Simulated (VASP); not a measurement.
# Tl (P6_3/mmc) in VASP: further runs, part 7 of 8

VASP 6.6.1. Earlier steps stand in the parts before.

### Step 87. Equation of state, PBEsol, 27.72 Å³/atom

Contents of INCAR:

```
SYSTEM = Tl
ADDGRID  = .False.      
ALGO     = Normal         ! electronic algorithm
EDIFF    = 1E-6           ! SCF threshold, eV
ENCUT    = 450            ! plane-wave cutoff, eV
GGA      = PS             ! functional
ISIF     = 2              ! what is computed and relaxed
ISMEAR   = 1              ! smearing method
LASPH    = .True.         ! aspherical terms in the spheres
LCHARG   = .False.        ! write CHGCAR
LREAL    = .False.        ! projectors in reciprocal space
LWAVE    = .False.        ! write WAVECAR
NELM     = 100            ! most SCF steps
PREC     = Accurate       ! precision mode
SIGMA    = 0.1            ! smearing width, eV
```

Contents of KPOINTS:

```
k-points
0
Gamma
  13 13 7
  0 0 0
```

Contents of POSCAR:

```
Tl
1.0
    3.4210885222      0.0000000000      0.0000000000
   -1.7105442611      2.9627495688      0.0000000000
    0.0000000000      0.0000000000      5.4691881034
Tl
2
Direct
    0.6666666667      0.3333333333      0.7500000000
    0.3333333333      0.6666666667      0.2500000000
```

Potentials or basis: VASP PAW PBE potentials, release 64 (Tl_d).

The run is started by

```console
$ cat potpaw_PBE.64/Tl_d/POTCAR > POTCAR
$ mpirun -np 1 vasp_std > vasp.out
```

Run time: 23 s. Hardware: 1 thread of AMD EPYC 9R45 (Zen 5), shared host; peak memory 0.16 GiB.

The run converged, but some of its settings lie outside the range that counts as converged, so its numbers aren't taken as properties of the crystal.

Results:

| Property | Result |
| --- | --- |
| Free energy | -5.2566 eV |
| Pressure | 1.3 GPa |
| Band gap on the k mesh | none (metal or under the smearing width) |

Caveat: the PAW data sets were made with another functional, which shifts forces and pressure a little.

### Step 88. Equation of state, PBEsol, 29.43 Å³/atom

INCAR is that of step 87.

KPOINTS is that of step 87.

Contents of POSCAR:

```
Tl
1.0
    3.4902200473      0.0000000000      0.0000000000
   -1.7451100236      3.0226192258      0.0000000000
    0.0000000000      0.0000000000      5.5797065281
Tl
2
Direct
    0.6666666667      0.3333333333      0.7500000000
    0.3333333333      0.6666666667      0.2500000000
```

The run is started by

```console
$ cat potpaw_PBE.64/Tl_d/POTCAR > POTCAR
$ mpirun -np 1 vasp_std > vasp.out
```

It took 20 s on 1 thread of AMD EPYC 9R45 (Zen 5), shared host; peak memory 0.16 GiB.

The run converged, but some of its settings lie outside the range that counts as converged, so its numbers aren't taken as properties of the crystal.

Results:

```yaml
Free_energy: -5.2585 eV
Pressure: -1.0 GPa
Band_gap_on_the_k_mesh: none (metal or under the smearing width)
```

Caveat: the PAW data sets were made with another functional, which shifts forces and pressure a little.

### Step 89. Equation of state, PBEsol, 27.72 Å³/atom

INCAR, as its differences from that of step 88:

```diff
@@ -14,2 +14,2 @@
 PREC     = Accurate       ! precision mode
-SIGMA    = 0.1            ! smearing width, eV
+SIGMA    = 0.4            ! smearing width, eV
```

KPOINTS is that of step 88.

Contents of POSCAR:

```
Tl
1.0
    3.4210885222      0.0000000000      0.0000000000
   -1.7105442611      2.9627495688      0.0000000000
    0.0000000000      0.0000000000      5.4691881034
Tl
2
Direct
    0.6666666667      0.3333333333      0.7500000000
    0.3333333333      0.6666666667      0.2500000000
```

The run is started by

```console
$ cat potpaw_PBE.64/Tl_d/POTCAR > POTCAR
$ mpirun -np 1 vasp_std > vasp.out
```

It took 20 s on 1 thread of AMD EPYC 9R45 (Zen 5), shared host; peak memory 0.16 GiB.

The run converged, but some of its settings lie outside the range that counts as converged, so its numbers aren't taken as properties of the crystal.

What came out:

| Property | Result |
| --- | --- |
| Free energy | -5.2567 eV |
| Pressure | 1.2 GPa |
| Band gap on the k mesh | none (metal or under the smearing width) |

Caveat: the PAW data sets were made with another functional, which shifts forces and pressure a little.

### Step 90. Equation of state, PBEsol, 29.43 Å³/atom

INCAR is that of step 89.

KPOINTS is that of step 89.

Contents of POSCAR:

```
Tl
1.0
    3.4902200473      0.0000000000      0.0000000000
   -1.7451100236      3.0226192258      0.0000000000
    0.0000000000      0.0000000000      5.5797065281
Tl
2
Direct
    0.6666666667      0.3333333333      0.7500000000
    0.3333333333      0.6666666667      0.2500000000
```

Potentials or basis: VASP PAW PBE potentials, release 64 (Tl_d).

The run is started by

```console
$ cat potpaw_PBE.64/Tl_d/POTCAR > POTCAR
$ mpirun -np 1 vasp_std > vasp.out
```

Wall time 25 s (1 thread of AMD EPYC 9R45 (Zen 5), shared host); peak memory 0.16 GiB.

These settings aren't checked as converged: the numbers below hold their error.

Results:

* Free energy: -5.2572 eV
* Pressure: -1.0 GPa
* Band gap on the k mesh: none (metal or under the smearing width)

Caveat: the PAW data sets were made with another functional, which shifts forces and pressure a little.

### Step 91. Equation of state, PBEsol, 27.72 Å³/atom

INCAR, as its differences from that of step 90:

```diff
@@ -14,2 +14,2 @@
 PREC     = Accurate       ! precision mode
-SIGMA    = 0.4            ! smearing width, eV
+SIGMA    = 0.2            ! smearing width, eV
```

KPOINTS is that of step 90.

Contents of POSCAR:

```
Tl
1.0
    3.4210885222      0.0000000000      0.0000000000
   -1.7105442611      2.9627495688      0.0000000000
    0.0000000000      0.0000000000      5.4691881034
Tl
2
Direct
    0.6666666667      0.3333333333      0.7500000000
    0.3333333333      0.6666666667      0.2500000000
```

The run is started by

```console
$ cat potpaw_PBE.64/Tl_d/POTCAR > POTCAR
$ mpirun -np 1 vasp_std > vasp.out
```

It took 20 s on 1 thread of AMD EPYC 9R45 (Zen 5), shared host; peak memory 0.16 GiB.

The run converged, but some of its settings lie outside the range that counts as converged, so its numbers aren't taken as properties of the crystal.

Results:

| Property | Result |
| --- | --- |
| Free energy | -5.2567 eV |
| Pressure | 1.2 GPa |
| Band gap on the k mesh | none (metal or under the smearing width) |

Caveat: the PAW data sets were made with another functional, which shifts forces and pressure a little.

### Step 92. Equation of state, PBEsol, 29.43 Å³/atom

INCAR is that of step 91.

KPOINTS is that of step 91.

Contents of POSCAR:

```
Tl
1.0
    3.4902200473      0.0000000000      0.0000000000
   -1.7451100236      3.0226192258      0.0000000000
    0.0000000000      0.0000000000      5.5797065281
Tl
2
Direct
    0.6666666667      0.3333333333      0.7500000000
    0.3333333333      0.6666666667      0.2500000000
```

The run is started by

```console
$ cat potpaw_PBE.64/Tl_d/POTCAR > POTCAR
$ mpirun -np 1 vasp_std > vasp.out
```

It took 20 s on 1 thread of AMD EPYC 9R45 (Zen 5), shared host; peak memory 0.16 GiB.

The run converged, but some of its settings lie outside the range that counts as converged, so its numbers aren't taken as properties of the crystal.

Results:

```yaml
Free_energy: -5.2582 eV
Pressure: -1.0 GPa
Band_gap_on_the_k_mesh: none (metal or under the smearing width)
```

Caveat: the PAW data sets were made with another functional, which shifts forces and pressure a little.

### Step 93. Equation of state, PBEsol, 27.72 Å³/atom

INCAR, as its differences from that of step 92:

```diff
@@ -14,2 +14,2 @@
 PREC     = Accurate       ! precision mode
-SIGMA    = 0.2            ! smearing width, eV
+SIGMA    = 0.05           ! smearing width, eV
```

KPOINTS is that of step 92.

Contents of POSCAR:

```
Tl
1.0
    3.4210885222      0.0000000000      0.0000000000
   -1.7105442611      2.9627495688      0.0000000000
    0.0000000000      0.0000000000      5.4691881034
Tl
2
Direct
    0.6666666667      0.3333333333      0.7500000000
    0.3333333333      0.6666666667      0.2500000000
```

Potentials or basis: VASP PAW PBE potentials, release 64 (Tl_d).

The run is started by

```console
$ cat potpaw_PBE.64/Tl_d/POTCAR > POTCAR
$ mpirun -np 1 vasp_std > vasp.out
```

Run time: 21 s. Hardware: 1 thread of AMD EPYC 9R45 (Zen 5), shared host; peak memory 0.16 GiB.

These settings aren't checked as converged: the numbers below hold their error.

What came out:

- Free energy: -5.2566 eV
- Pressure: 1.3 GPa
- Band gap on the k mesh: none (metal or under the smearing width)

Caveat: the PAW data sets were made with another functional, which shifts forces and pressure a little.

### Step 94. Equation of state, PBEsol, 29.43 Å³/atom

INCAR is that of step 93.

KPOINTS is that of step 93.

Contents of POSCAR:

```
Tl
1.0
    3.4902200473      0.0000000000      0.0000000000
   -1.7451100236      3.0226192258      0.0000000000
    0.0000000000      0.0000000000      5.5797065281
Tl
2
Direct
    0.6666666667      0.3333333333      0.7500000000
    0.3333333333      0.6666666667      0.2500000000
```

The run is started by

```console
$ cat potpaw_PBE.64/Tl_d/POTCAR > POTCAR
$ mpirun -np 1 vasp_std > vasp.out
```

It took 21 s on 1 thread of AMD EPYC 9R45 (Zen 5), shared host; peak memory 0.16 GiB.

These settings aren't checked as converged: the numbers below hold their error.

Results:

```yaml
Free_energy: -5.2589 eV
Pressure: -1.0 GPa
Band_gap_on_the_k_mesh: none (metal or under the smearing width)
```

Caveat: the PAW data sets were made with another functional, which shifts forces and pressure a little.

### Step 95. Equation of state, PBEsol, 27.72 Å³/atom

INCAR, as its differences from that of step 94:

```diff
@@ -14,2 +14,2 @@
 PREC     = Accurate       ! precision mode
-SIGMA    = 0.05           ! smearing width, eV
+SIGMA    = 0.02           ! smearing width, eV
```

KPOINTS is that of step 94.

Contents of POSCAR:

```
Tl
1.0
    3.4210885222      0.0000000000      0.0000000000
   -1.7105442611      2.9627495688      0.0000000000
    0.0000000000      0.0000000000      5.4691881034
Tl
2
Direct
    0.6666666667      0.3333333333      0.7500000000
    0.3333333333      0.6666666667      0.2500000000
```

The run is started by

```console
$ cat potpaw_PBE.64/Tl_d/POTCAR > POTCAR
$ mpirun -np 1 vasp_std > vasp.out
```

Wall time 21 s (1 thread of AMD EPYC 9R45 (Zen 5), shared host); peak memory 0.16 GiB.

These settings aren't checked as converged: the numbers below hold their error.

Results:

```yaml
Free_energy: -5.2564 eV
Pressure: 1.3 GPa
Band_gap_on_the_k_mesh: none (metal or under the smearing width)
```

Caveat: the PAW data sets were made with another functional, which shifts forces and pressure a little.

### Step 96. Equation of state, PBEsol, 29.43 Å³/atom

INCAR is that of step 95.

KPOINTS is that of step 95.

Contents of POSCAR:

```
Tl
1.0
    3.4902200473      0.0000000000      0.0000000000
   -1.7451100236      3.0226192258      0.0000000000
    0.0000000000      0.0000000000      5.5797065281
Tl
2
Direct
    0.6666666667      0.3333333333      0.7500000000
    0.3333333333      0.6666666667      0.2500000000
```

Potentials or basis: VASP PAW PBE potentials, release 64 (Tl_d).

The run is started by

```console
$ cat potpaw_PBE.64/Tl_d/POTCAR > POTCAR
$ mpirun -np 1 vasp_std > vasp.out
```

Wall time 22 s (1 thread of AMD EPYC 9R45 (Zen 5), shared host); peak memory 0.16 GiB.

The run converged, but some of its settings lie outside the range that counts as converged, so its numbers aren't taken as properties of the crystal.

What came out:

| Item | Value |
| --- | --- |
| Free energy | -5.2589 eV |
| Pressure | -1.0 GPa |
| Band gap on the k mesh | none (metal or under the smearing width) |

Caveat: the PAW data sets were made with another functional, which shifts forces and pressure a little.

### Step 97. Equation of state, PBEsol, 27.72 Å³/atom

INCAR, as its differences from that of step 96:

```diff
@@ -7,3 +7,3 @@
 ISIF     = 2              ! what is computed and relaxed
-ISMEAR   = 1              ! smearing method
+ISMEAR   = -5             ! smearing method
 LASPH    = .True.         ! aspherical terms in the spheres
@@ -14,2 +14,2 @@
 PREC     = Accurate       ! precision mode
-SIGMA    = 0.02           ! smearing width, eV
+SIGMA    = 0.1            ! smearing width, eV
```

KPOINTS is that of step 96.

Contents of POSCAR:

```
Tl
1.0
    3.4210885222      0.0000000000      0.0000000000
   -1.7105442611      2.9627495688      0.0000000000
    0.0000000000      0.0000000000      5.4691881034
Tl
2
Direct
    0.6666666667      0.3333333333      0.7500000000
    0.3333333333      0.6666666667      0.2500000000
```

The run is started by

```console
$ cat potpaw_PBE.64/Tl_d/POTCAR > POTCAR
$ mpirun -np 1 vasp_std > vasp.out
```

It took 22 s on 1 thread of AMD EPYC 9R45 (Zen 5), shared host; peak memory 0.16 GiB.

The run converged, but some of its settings lie outside the range that counts as converged, so its numbers aren't taken as properties of the crystal.

What came out:

| Property | Result |
| --- | --- |
| Free energy | -5.2537 eV |
| Pressure | 1.3 GPa |
| Band gap on the k mesh | none (metal or under the smearing width) |

Caveat: the PAW data sets were made with another functional, which shifts forces and pressure a little; tetrahedron occupations give inexact forces and stress in metals.

### Step 98. Equation of state, PBEsol, 29.43 Å³/atom

INCAR is that of step 97.

KPOINTS is that of step 97.

Contents of POSCAR:

```
Tl
1.0
    3.4902200473      0.0000000000      0.0000000000
   -1.7451100236      3.0226192258      0.0000000000
    0.0000000000      0.0000000000      5.5797065281
Tl
2
Direct
    0.6666666667      0.3333333333      0.7500000000
    0.3333333333      0.6666666667      0.2500000000
```

The run is started by

```console
$ cat potpaw_PBE.64/Tl_d/POTCAR > POTCAR
$ mpirun -np 1 vasp_std > vasp.out
```

Wall time 21 s (1 thread of AMD EPYC 9R45 (Zen 5), shared host); peak memory 0.17 GiB.

The run converged, but some of its settings lie outside the range that counts as converged, so its numbers aren't taken as properties of the crystal.

What came out:

| Item | Value |
| --- | --- |
| Free energy | -5.2554 eV |
| Pressure | -0.9 GPa |
| Band gap on the k mesh | none (metal or under the smearing width) |

Caveat: the PAW data sets were made with another functional, which shifts forces and pressure a little; tetrahedron occupations give inexact forces and stress in metals.

### Step 99. Equation of state, PBEsol, 27.72 Å³/atom

INCAR, as its differences from that of step 98:

```diff
@@ -7,3 +7,3 @@
 ISIF     = 2              ! what is computed and relaxed
-ISMEAR   = -5             ! smearing method
+ISMEAR   = 0              ! smearing method
 LASPH    = .True.         ! aspherical terms in the spheres
```

KPOINTS is that of step 98.

Contents of POSCAR:

```
Tl
1.0
    3.4210885222      0.0000000000      0.0000000000
   -1.7105442611      2.9627495688      0.0000000000
    0.0000000000      0.0000000000      5.4691881034
Tl
2
Direct
    0.6666666667      0.3333333333      0.7500000000
    0.3333333333      0.6666666667      0.2500000000
```

Potentials or basis: VASP PAW PBE potentials, release 64 (Tl_d).

The run is started by

```console
$ cat potpaw_PBE.64/Tl_d/POTCAR > POTCAR
$ mpirun -np 1 vasp_std > vasp.out
```

It took 21 s on 1 thread of AMD EPYC 9R45 (Zen 5), shared host; peak memory 0.16 GiB.

The run converged, but some of its settings lie outside the range that counts as converged, so its numbers aren't taken as properties of the crystal.

What came out:

- Free energy: -5.2587 eV
- Pressure: 1.2 GPa
- Band gap on the k mesh: none (metal or under the smearing width)

Caveat: the PAW data sets were made with another functional, which shifts forces and pressure a little.

### Step 100. Equation of state, PBEsol, 29.43 Å³/atom

INCAR is that of step 99.

KPOINTS is that of step 99.

Contents of POSCAR:

```
Tl
1.0
    3.4902200473      0.0000000000      0.0000000000
   -1.7451100236      3.0226192258      0.0000000000
    0.0000000000      0.0000000000      5.5797065281
Tl
2
Direct
    0.6666666667      0.3333333333      0.7500000000
    0.3333333333      0.6666666667      0.2500000000
```

The run is started by

```console
$ cat potpaw_PBE.64/Tl_d/POTCAR > POTCAR
$ mpirun -np 1 vasp_std > vasp.out
```

Wall time 22 s (1 thread of AMD EPYC 9R45 (Zen 5), shared host); peak memory 0.16 GiB.

The run converged, but some of its settings lie outside the range that counts as converged, so its numbers aren't taken as properties of the crystal.

What came out:

* Free energy: -5.2604 eV
* Pressure: -1.0 GPa
* Band gap on the k mesh: none (metal or under the smearing width)

Caveat: the PAW data sets were made with another functional, which shifts forces and pressure a little.

### Step 101. Equation of state, PBEsol, 27.72 Å³/atom

INCAR, as its differences from that of step 100:

```diff
@@ -7,3 +7,3 @@
 ISIF     = 2              ! what is computed and relaxed
-ISMEAR   = 0              ! smearing method
+ISMEAR   = -1             ! smearing method
 LASPH    = .True.         ! aspherical terms in the spheres
```

KPOINTS is that of step 100.

Contents of POSCAR:

```
Tl
1.0
    3.4210885222      0.0000000000      0.0000000000
   -1.7105442611      2.9627495688      0.0000000000
    0.0000000000      0.0000000000      5.4691881034
Tl
2
Direct
    0.6666666667      0.3333333333      0.7500000000
    0.3333333333      0.6666666667      0.2500000000
```

The run is started by

```console
$ cat potpaw_PBE.64/Tl_d/POTCAR > POTCAR
$ mpirun -np 1 vasp_std > vasp.out
```

Run time: 21 s. Hardware: 1 thread of AMD EPYC 9R45 (Zen 5), shared host; peak memory 0.16 GiB.

These settings aren't checked as converged: the numbers below hold their error.

What came out:

```yaml
Free_energy: -5.2704 eV
Pressure: 1.2 GPa
Band_gap_on_the_k_mesh: none (metal or under the smearing width)
```

Caveat: the PAW data sets were made with another functional, which shifts forces and pressure a little.

### Step 102. Equation of state, PBEsol, 29.43 Å³/atom

INCAR is that of step 101.

KPOINTS is that of step 101.

Contents of POSCAR:

```
Tl
1.0
    3.4902200473      0.0000000000      0.0000000000
   -1.7451100236      3.0226192258      0.0000000000
    0.0000000000      0.0000000000      5.5797065281
Tl
2
Direct
    0.6666666667      0.3333333333      0.7500000000
    0.3333333333      0.6666666667      0.2500000000
```

Potentials or basis: VASP PAW PBE potentials, release 64 (Tl_d).

The run is started by

```console
$ cat potpaw_PBE.64/Tl_d/POTCAR > POTCAR
$ mpirun -np 1 vasp_std > vasp.out
```

Wall time 23 s (1 thread of AMD EPYC 9R45 (Zen 5), shared host); peak memory 0.16 GiB.

These settings aren't checked as converged: the numbers below hold their error.

Results:

| Item | Value |
| --- | --- |
| Free energy | -5.2723 eV |
| Pressure | -1.0 GPa |
| Band gap on the k mesh | none (metal or under the smearing width) |

Caveat: the PAW data sets were made with another functional, which shifts forces and pressure a little.

### Step 103. Equation of state, PBEsol, 27.72 Å³/atom

INCAR, as its differences from that of step 102:

```diff
@@ -4,6 +4,6 @@
 EDIFF    = 1E-6           ! SCF threshold, eV
-ENCUT    = 450            ! plane-wave cutoff, eV
+ENCUT    = 550            ! plane-wave cutoff, eV
 GGA      = PS             ! functional
 ISIF     = 2              ! what is computed and relaxed
-ISMEAR   = -1             ! smearing method
+ISMEAR   = 1              ! smearing method
 LASPH    = .True.         ! aspherical terms in the spheres
```

KPOINTS is that of step 102.

Contents of POSCAR:

```
Tl
1.0
    3.4210885222      0.0000000000      0.0000000000
   -1.7105442611      2.9627495688      0.0000000000
    0.0000000000      0.0000000000      5.4691881034
Tl
2
Direct
    0.6666666667      0.3333333333      0.7500000000
    0.3333333333      0.6666666667      0.2500000000
```

The run is started by

```console
$ cat potpaw_PBE.64/Tl_d/POTCAR > POTCAR
$ mpirun -np 1 vasp_std > vasp.out
```

Wall time 30 s (1 thread of AMD EPYC 9R45 (Zen 5), shared host); peak memory 0.19 GiB.

The run converged, but some of its settings lie outside the range that counts as converged, so its numbers aren't taken as properties of the crystal.

Results:

| Item | Value |
| --- | --- |
| Free energy | -5.2560 eV |
| Pressure | 1.2 GPa |
| Band gap on the k mesh | none (metal or under the smearing width) |

Caveat: the PAW data sets were made with another functional, which shifts forces and pressure a little.

### Step 104. Equation of state, PBEsol, 29.43 Å³/atom

INCAR is that of step 103.

KPOINTS is that of step 103.

Contents of POSCAR:

```
Tl
1.0
    3.4902200473      0.0000000000      0.0000000000
   -1.7451100236      3.0226192258      0.0000000000
    0.0000000000      0.0000000000      5.5797065281
Tl
2
Direct
    0.6666666667      0.3333333333      0.7500000000
    0.3333333333      0.6666666667      0.2500000000
```

The run is started by

```console
$ cat potpaw_PBE.64/Tl_d/POTCAR > POTCAR
$ mpirun -np 1 vasp_std > vasp.out
```

Wall time 35 s (1 thread of AMD EPYC 9R45 (Zen 5), shared host); peak memory 0.19 GiB.

These settings aren't checked as converged: the numbers below hold their error.

What came out:

```
Free energy            : -5.2578 eV
Pressure               : -1.0 GPa
Band gap on the k mesh : none (metal or under the smearing width)
```

Caveat: the PAW data sets were made with another functional, which shifts forces and pressure a little.

(Continued in part 8 of 8.)
